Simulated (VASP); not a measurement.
A run of VASP 6.6.1 is set up as follows.

The input INCAR:

```
  ALGO = Normal
  EDIFF = 1E-7
  ENCUT = 520
  GGA = PE
  ISIF = 2
  ISMEAR = -1
  LASPH = T
  LCHARG = F
  LREAL = F
  LWAVE = F
  NBANDS = 17
  NELM = 60
  PREC = Accurate
  SIGMA = 0.02
```

Contents of KPOINTS:

```
k-points
0
Gamma
  8 8 8
```

The input POSCAR:

```
Na2S
1.0
    0.0000000000      3.2554324706      3.2554324706
    3.2879867953      0.0000000000      3.2554324706
    3.2879867953      3.2554324706      0.0000000000
S Na
1 2
Direct
    0.0000000000      0.0000000000      0.0000000000
    0.2500000000      0.2500000000      0.2500000000
    0.7500000000      0.7500000000      0.7500000000
```

Potentials or basis: VASP PAW PBE potentials, release 64 (S, Na_pv).

Launch:

```sh
$ cat potpaw_PBE.64/S/POTCAR potpaw_PBE.64/Na_pv/POTCAR > POTCAR
$ mpirun -np 1 vasp_std > vasp.out
```

Task: Estimate the band gap on the k mesh.

Result: 2.49 eV, direct.

Task: What does it give for the pressure?

Result: 0.5 GPa.

Stress tensor (GPa, compression positive):
```
0.24 0.00 0.00
0.00 0.62 0.00
0.00 0.00 0.62
```

A k mesh can miss the band edges.
